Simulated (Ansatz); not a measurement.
# Si (P6_3/mmc) in Ansatz: further runs, part 2 of 2

Ansatz 0.2.0. Earlier steps stand in the parts before.

### Step 4. Relaxation of cell and atoms, BLYP+D4

The input, input.yaml:

```yaml
crystal:
  lattice:
    - [3.8313174605, 0.0, 0.0]
    - [-1.9156587303, 3.3180182508, 0.0]
    - [0.0, 0.0, 6.3326220002]
  atoms:
    - { symbol: Si, position: [0.6666666667, 0.3333333333, 0.9369905] }
    - { symbol: Si, position: [0.3333333333, 0.6666666667, 0.4369905] }
    - { symbol: Si, position: [0.6666666667, 0.3333333333, 0.5630095] }
    - { symbol: Si, position: [0.3333333333, 0.6666666667, 0.0630095] }
hamiltonian:
  xc: blyp
  pseudopotentials: { kind: paw }
  dispersion: d4
kpoints:
  mp_grid: { grid: [8, 8, 4] }
scf:
  occupations: { method: fermi_dirac, width: 0.05 }
output:
  forces: true
  stress: true
  eigenvalues: true
relax:
  f_tol: 0.01
  max_steps: 40
  cell: { stress_tol: 0.05 }
```

Potentials or basis: Ansatz PAW.

Run with:

```console
ansatz run input.yaml --threads 2 --pin off --max-ram 5632MiB --backend cpu --events-out ev --progress --plain --runs-dir out
```

The program printed:

```text
Warning: RAYON_NUM_THREADS=2 ignored (pool sized by the plan → 2); use --threads N
Engine: ansatz 0.2.0, x86_64-unknown-linux-gnu
Pseudopotentials: kind: paw
Pseudopotential: Si, paw, valence charge 4, recommended cutoff 420 eV (normal), Si.paw.azcp
Functional definition: BLYP
  parameter beta = 0.0042
  parameter a = 0.04918
  parameter b = 0.132
  parameter c = 0.2533
  parameter d = 0.349
  exchange = b88_x(beta = beta)
  correlation = lyp_c(a = a, b = b, c = c, d = d)
Crystal: 4 atoms, lattice volume = 80.503 Å³
Basis set: ecut = 420 eV, 1581 PW (Γ), exchange–correlation on 54×54×90 points (8 copies of the dense FFT grid, shifted against one another)
Bands: 12, of which v1, the nominal top of the filled ones, is band 8 counted from 1 (7 counted from 0)
Symmetry: 24 space group operations
Space group: P63/mmc (ITA 194), of the structure as read, at distance tolerance 4.3e-5 Å
k-points: 30 of 256
Non-local potential: Si, projectors of the file, l = 0: 2, l = 1: 2, l = 2: 2
PAW form: soft (Blöchl's): semilocal exchange-correlation on the pseudo side does not see the compensation charge
PAW frozen core: Si, regenerated for the run's functional, and the local potential with it (the file was generated under x = pbe(κ = 0.804, μ = 0.2195149727645171), c = pbe(β = 0.06672455060314922))
PAW one-centre angular grid: Si, 110 points (default); XC on 64 Gauss nodes
Initial density: superposition of atomic densities (neutral atoms: chi_scale 0, normalization atom), corrected by the library's trained network
Initial wavefunctions: pseudopotential atomic-orbital guess
Functional: x = b88, c = lyp
SCF iter   1: F=—  HF=-2560.297699 eV  |F-HF|=—  |Δ(HF+E_count)|=         —  Δρ=6.72e-3  dr2=5.87e-2  ethr=1.77e-3  ⟨swp⟩=6.3  Hψ=2624  notcnv=0
preconditioner: auto → none  [insulator: Δε(μ)=0.746 eV  Ē_g=7.989 eV  σ=0.050 eV  W_gap=1.00  n_scr=10 (ndim 8)  ℏωp=16.6 eV  f_vac=0.000  D(μ)=0.00/eV (n_scr^D=0)  ε∞_Penn≈5.3]
SCF iter   2: F=—  HF=-2560.275122 eV  |F-HF|=—  |Δ(HF+E_count)|=   2.26e-2  Δρ=2.19e-3  dr2=5.86e-3  ethr=3.67e-4  ⟨swp⟩=3.0  Hψ=925  notcnv=0
SCF iter   3: F=—  HF=-2560.272870 eV  |F-HF|=—  |Δ(HF+E_count)|=   2.25e-3  Δρ=1.53e-4  dr2=9.23e-6  ethr=3.66e-5  ⟨swp⟩=2.7  Hψ=603  notcnv=0
SCF iter   4: F=—  HF=-2560.272889 eV  |F-HF|=—  |Δ(HF+E_count)|=   1.92e-5  Δρ=2.33e-5  dr2=2.31e-7  ethr=5.77e-8  ⟨swp⟩=2.0  Hψ=599  notcnv=0
iter 5 did not close the SCF: its close was put off for the readings that it lacked (scf_convergence_deferred on its scf_iter line)
SCF iter   5: F=-2560.272890 eV  HF=-2560.272890 eV  |F-HF|=3.42e-9  |Δ(HF+E_count)|=   5.94e-7  Δρ=1.77e-6  dr2=1.71e-9  ethr=1.45e-9  ⟨swp⟩=2.0  Hψ=601  notcnv=0
SCF iter   6: F=-2560.272890 eV  HF=-2560.272890 eV  |F-HF|=8.82e-11  |Δ(HF+E_count)|=   4.08e-9  Δρ=3.74e-7  dr2=8.92e-11  ethr=1.07e-11  ⟨swp⟩=2.3  Hψ=1372  notcnv=0
SCF 1 converged in 6 iterations: F = -2560.272890 eV  dr2 = 8.92e-11
relax step   1: F+E_penalty+E_count = -2560.27288955 eV  Δ(F+E_penalty+E_count) = +0.000e0 eV  max|allowed force component| = 4.740e-3 eV/Å  Δτ_max = 0.0000 Å  P = -0.800 GPa  Ω = 80.503 Å³  (6 SCF iters, dr2 threshold 1.00e-7 eV, accepted)
Crystal: 4 atoms, lattice volume = 79.958 Å³
Initial density: handed on by an earlier stage of this run
Initial wavefunctions: those handed on with the density
iter 1 solved again at ethr=1.57e-6 eV; its pass at ethr=3.10e-3 eV (dr2=2.51e-4 eV) is discarded
SCF iter   1: F=—  HF=-2560.274845 eV  |F-HF|=—  |Δ(HF+E_count)|=         —  Δρ=4.78e-4  dr2=2.71e-4  ethr=1.57e-6  ⟨swp⟩=2.6  Hψ=2668  notcnv=0
preconditioner: auto → none  [insulator: Δε(μ)=0.647 eV  Ē_g=7.977 eV  σ=0.050 eV  W_gap=1.00  n_scr=10 (ndim 8)  ℏωp=16.6 eV  f_vac=0.000  D(μ)=0.00/eV (n_scr^D=0)  ε∞_Penn≈5.3]
[... 16 lines left out ...]
iter 1 solved again at ethr=7.77e-9 eV; its pass at ethr=3.10e-3 eV (dr2=1.24e-6 eV) is discarded
SCF iter   1: F=—  HF=-2560.274972 eV  |F-HF|=—  |Δ(HF+E_count)|=         —  Δρ=3.83e-5  dr2=1.80e-6  ethr=7.77e-9  ⟨swp⟩=2.2  Hψ=2698  notcnv=0
preconditioner: auto → none  [insulator: Δε(μ)=0.635 eV  Ē_g=7.983 eV  σ=0.050 eV  W_gap=1.00  n_scr=10 (ndim 8)  ℏωp=16.6 eV  f_vac=0.000  D(μ)=0.00/eV (n_scr^D=0)  ε∞_Penn≈5.3]
SCF iter   2: F=—  HF=-2560.274966 eV  |F-HF|=—  |Δ(HF+E_count)|=   5.76e-6  Δρ=1.11e-5  dr2=1.17e-7  ethr=7.77e-9  ⟨swp⟩=2.2  Hψ=558  notcnv=0
SCF iter   3: F=-2560.274966 eV  HF=-2560.274966 eV  |F-HF|=1.51e-9  |Δ(HF+E_count)|=   3.21e-8  Δρ=1.95e-6  dr2=1.56e-9  ethr=1.26e-10  ⟨swp⟩=5.3  Hψ=1452  notcnv=0
SCF 4 converged in 3 iterations: F = -2560.274966 eV  dr2 = 1.56e-9
relax step   4: F+E_penalty+E_count = -2560.27496621 eV  Δ(F+E_penalty+E_count) = -5.017e-6 eV  max|allowed force component| = 2.169e-4 eV/Å  Δτ_max = 0.0002 Å  P = +0.001 GPa  Ω = 79.765 Å³  energy of the carried Pulay correction = +1.480e-4 eV  (3 SCF iters, dr2 threshold 2.01e-8 eV, accepted)
Initial wavefunctions: pseudopotential atomic-orbital guess (no wavefunctions were taken with the density)
iter 1 solved again at ethr=8.12e-8 eV; its pass at ethr=3.10e-3 eV (dr2=1.30e-5 eV) is discarded
SCF iter   1: F=—  HF=-2560.274824 eV  |F-HF|=—  |Δ(HF+E_count)|=         —  Δρ=7.57e-6  dr2=5.31e-9  ethr=8.12e-8  ⟨swp⟩=3.0  Hψ=3664  notcnv=0
preconditioner: auto → none  [insulator: Δε(μ)=0.635 eV  Ē_g=7.984 eV  σ=0.050 eV  W_gap=1.00  n_scr=10 (ndim 8)  ℏωp=16.6 eV  f_vac=0.000  D(μ)=0.00/eV (n_scr^D=0)  ε∞_Penn≈5.3]
SCF iter   2: F=—  HF=-2560.274817 eV  |F-HF|=—  |Δ(HF+E_count)|=   6.24e-6  Δρ=3.83e-6  dr2=1.24e-9  ethr=3.32e-11  ⟨swp⟩=2.5  Hψ=636  notcnv=0
SCF iter   3: F=-2560.274817 eV  HF=-2560.274817 eV  |F-HF|=2.26e-10  |Δ(HF+E_count)|=   2.93e-8  Δρ=3.75e-7  dr2=2.27e-11  ethr=1.00e-12  ⟨swp⟩=4.4  Hψ=2001  notcnv=0
SCF 5 converged in 3 iterations: F = -2560.274817 eV  dr2 = 2.27e-11
relax step   5: F+E_penalty+E_count = -2560.27481749 eV  Δ(F+E_penalty+E_count) = +1.487e-4 eV  max|allowed force component| = 2.117e-4 eV/Å  Δτ_max = 0.0000 Å  P = -0.002 GPa  Ω = 79.765 Å³  stress off target by 2.63e-3 GPa  SCF on the basis re-selected at this cell (its energy is not comparable with the rows above)  (3 SCF iters)
basis re-selected at this cell: Δ(F+E_penalty+E_count) = +1.487e-4 eV, ΔP = -0.003 GPa vs the last step (what re-selecting the basis moved, of the pressure what is left beyond the Pulay correction that the steps carried, after the strain that the cell walked since its last selection, with what the two solves' SCF thresholds leave and, on support functions, any second-order correction that the steps lacked; it is no measure of the basis error at this ecutwfc). This SCF's stress stands 2.63e-3 GPa from its target on what of the cell is left free (relax.cell.stress_tol is 5.00e-2 GPa) and its largest allowed force component is 2.12e-4 eV/Å (relax.f_tol is 1.00e-2 eV/Å): within both
SCF converged after 3 iterations
Free energy (F): -2560.274817 eV
Harris-Foulkes:  -2560.274817 eV  (|F-HF|=2.26e-10)
Internal energy: -2560.274790 eV  (E = F + TS)
E sigma→0 (E₀):  -2560.274804 eV
Entropy (-TS):   -0.000028 eV (-0.007 meV/atom)
Fermi energy:    7.205800 eV
--- Per-component energies (eV) ---
  E_band       = 26.344864
  E_kinetic    = 164.219997
  E_local      = -117.161299  (includes V_loc(G=0)·N_el)
  E_nonlocal   = 108.458471
  E_hartree    = 32.119166
  E_xc         = -217.405017
  E_vxc        = -181.758972  (∫ρ·V_xc dr)
  E_paw        = -2070.954507  (= ΣΔE_a)
  E_vpaw       = -11.651719  (= ΣTr[D̂ρ^β])
  E_aug_tail   = 0.000023  (compensation charges beyond the density's cutoff)
  E_ewald      = -457.066919
  E_disp       = -2.542496  (pairwise vdW)
  E_core_change = 0.057791  (= ΣΔE_core)
  E_smearing   = -0.000028  (= −TS)
  E_closure    = 0.000000  (closes the sum)
  Σ components = -2560.274817   (vs F -2560.274817, Δ=0.00e0)
--- Forces (eV/Å), atoms counted from 1 ---
  atom   1  Si     0.00000000     0.00000000     0.00021165
  atom   2  Si    -0.00000000     0.00000000     0.00021165
  atom   3  Si    -0.00000000     0.00000000    -0.00021165
  atom   4  Si     0.00000000    -0.00000000    -0.00021165
  max |Σ_I F_I| component: 4.63e-17 eV/Å
--- Stress (GPa, compression-positive) ---
       -0.001408       0.000000       0.000000
        0.000000      -0.001408       0.000000
        0.000000       0.000000      -0.002629
  P = ⅓ Tr σ = -0.0018 GPa (-0.018 kbar)
--- Band table (eV; the first three rows and the last of 30) ---
  k-point 0: bands = ["-5.2596", "-3.0052", "-0.2400", "5.4257", "5.4257", "6.5445", "6.9023", "6.9023", "8.0955", "9.0575", "9.0575", "9.3444"]
  k-point 1: bands = ["-5.0593", "-3.6095", "0.7403", "4.9815", "5.5786", "5.5786", "6.5774", "6.5774", "8.2967", "9.3679", "9.3679", "9.5872"]
  k-point 2: bands = ["-4.4764", "-4.4764", "2.7076", "2.7076", "6.0067", "6.0067", "6.0067", "6.0067", "8.8649", "8.8649", "10.0355", "10.0355"]
  k-point 29: bands = ["-1.9806", "-1.9806", "-0.3835", "-0.3835", "2.7383", "2.7383", "4.8906", "4.8906", "8.6158", "8.6158", "10.8597", "10.8597"]
--- Relaxed structure (4 steps of the walk, 4 accepted, 1 SCFs on fresh bases) ---
  F+E_penalty+E_count = -2560.27481749 eV   max|allowed force component| = 2.117e-4 eV/Å   (the final SCF, on the basis selected at the relaxed cell)
  cell:  # Å, volume = 79.7652 Å³
    - [3.8175705118662147, 2.876380110049241e-11, 0.0]
    - [-1.9087852559580174, 3.3061130440001225, 0.0]
    - [0.0, 0.0, 6.319881274042436]
  atoms:
    - { symbol: Si, position: [0.6666666666666666, 0.3333333333333333, 0.936842514285955] }
    - { symbol: Si, position: [0.33333333333333337, 0.6666666666666669, 0.4368425142859551] }
    - { symbol: Si, position: [0.6666666666666666, 0.3333333333333333, 0.5631574857140449] }
    - { symbol: Si, position: [0.33333333333333337, 0.6666666666666669, 0.06315748571404478] }
```

Wall time 9.7 s (2 threads of Intel Xeon at 2.50GHz (Skylake/Cascade Lake), shared host); peak memory 0.38 GiB.

What came out:

- Free energy: -2560.2748 eV
- Relaxed volume: 19.94 Å³/atom
- Relaxed cell: a = 3.818 Å, b = 3.818 Å, c = 6.320 Å, α = 90.00°, β = 90.00°, γ = 120.00°
- Space group after relaxing (to 0.05 Å): P6_3/mmc (No. 194)
- Energy gained by relaxing: 0.5 meV/atom
- Ionic steps: 5
- Pressure after relaxing: 0.0 GPa
- Band gap on the k mesh: 0.64 eV, indirect (least direct gap 1.19 eV)

The path:
```
step  energy change (eV)  largest force (eV/Å)  volume (Å³)
   1              0.0000                0.0047        80.50
   2             -0.0019                0.0137        79.96
   3             -0.0021                0.0007        79.74
   4             -0.0021                0.0002        79.77
   5             -0.0019                0.0002        79.77
```

Final structure:
```cif
data_structure
_symmetry_space_group_name_H-M 'P 1'
_symmetry_Int_Tables_number 1
_cell_length_a 3.8176
_cell_length_b 3.8176
_cell_length_c 6.3199
_cell_angle_alpha 90.000
_cell_angle_beta 90.000
_cell_angle_gamma 120.000
_cell_volume 79.77
loop_
_atom_site_label
_atom_site_type_symbol
_atom_site_fract_x
_atom_site_fract_y
_atom_site_fract_z
_atom_site_occupancy
Si1 Si 0.66667 0.33333 0.93684 1
Si2 Si 0.33333 0.66667 0.43684 1
Si3 Si 0.66667 0.33333 0.56316 1
Si4 Si 0.33333 0.66667 0.06316 1
```

Levels at points of the mesh, in eV from the valence-band top:
```csv
k point,band 5,band 6,band 7,band 8,band 9,band 10,band 11,band 12
"(0.00, 0.00, 0.00)",-1.48,-0.36,0.00,0.00,1.19,2.16,2.16,2.44
"(0.00, 0.00, -0.50)",-0.90,-0.90,-0.90,-0.90,1.96,1.96,3.13,3.13
"(0.00, -0.50, 0.00)",-4.55,-2.98,-2.88,-1.41,0.64,2.50,3.14,3.29
"(0.00, -0.50, -0.50)",-2.41,-2.41,-2.36,-2.36,1.08,1.08,1.88,1.88
```

Caveat: the plane-wave basis is chosen anew once the cell has moved, so the energies of steps on either side of that aren't comparable; the PAW data sets come from PBE, with cores solved anew for the run's functional, which leaves a small shift of forces and pressure.

### Step 5. Summary

| task | level | cell | smearing | gap on the mesh (eV) | pressure (GPa) | relaxed volume (Å³/atom) | largest force (eV/Å) |
| --- | --- | --- | --- | --- | --- | --- | --- |
| single point | PBE | as given | gaussian 0.027 eV | 0.42 | 1.4 | - | 0.01 |
| relaxation of cell and atoms | BLYP+D3(BJ) | relaxed | fermi-dirac 0.05 eV | 0.63 | 0.0 | 19.84 | 0.01 |
| relaxation of cell and atoms | BLYP+D4 | relaxed | fermi-dirac 0.05 eV | 0.64 | 0.0 | 19.94 | - |

Alike in all rows: potentials or basis Ansatz PAW; no spin polarisation; k mesh 8 × 8 × 4; cutoff (eV) 420.

Caveats: the plane-wave basis is chosen anew once the cell has moved, so the energies of steps on either side of that aren't comparable (some runs); the PAW data sets come from PBE, with cores solved anew for the run's functional, which leaves a small shift of forces and pressure (some runs).

Total energies depend on the potentials used, so only differences within one code and one set of settings carry meaning.
